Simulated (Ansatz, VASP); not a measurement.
# C: VASP beside Ansatz

```
C
1.0
     2.49912    0.00000    0.00000
    -1.24956    2.16430    0.00000
     0.00000    0.00000    4.11898
C
4
Direct
  0.33333 0.66667 0.99974
  0.66667 0.33333 0.49974
  0.33333 0.66667 0.37426
  0.66667 0.33333 0.87426
```

Change from the starting cell: strained cell.

Alike in both runs: functional PBEsol; k mesh 9 × 9 × 6; occupations gaussian, width 0.02 eV; no spin polarisation.

Ansatz relaxed the structure, and its values are those at the end. VASP's run is a single point on that final structure, the one shown.

```csv
,VASP,Ansatz
version,VASP 6.6.1,Ansatz 0.2.0
potentials or method,"VASP PAW PBE potentials, release 64 (C)","scalar-relativistic, plane waves, PAW"
plane-wave cutoff (eV),520,600
valence electrons in the cell,16,16
```

```tsv
	VASP	Ansatz	Ansatz less VASP
gap on the k mesh at the Fermi level (eV)	3.03	3.05	+0.021
least direct gap on the mesh (eV)	4.81	4.82	+0.009
pressure (GPa)	5.8	4.6	-1.19
```

Ansatz warned: «pseudo_functional_mismatch».

Caveats: the PAW data sets were made with another functional, which shifts forces and pressure a little (VASP); an odd mesh through Γ misses points on the zone boundary, where band edges often lie.
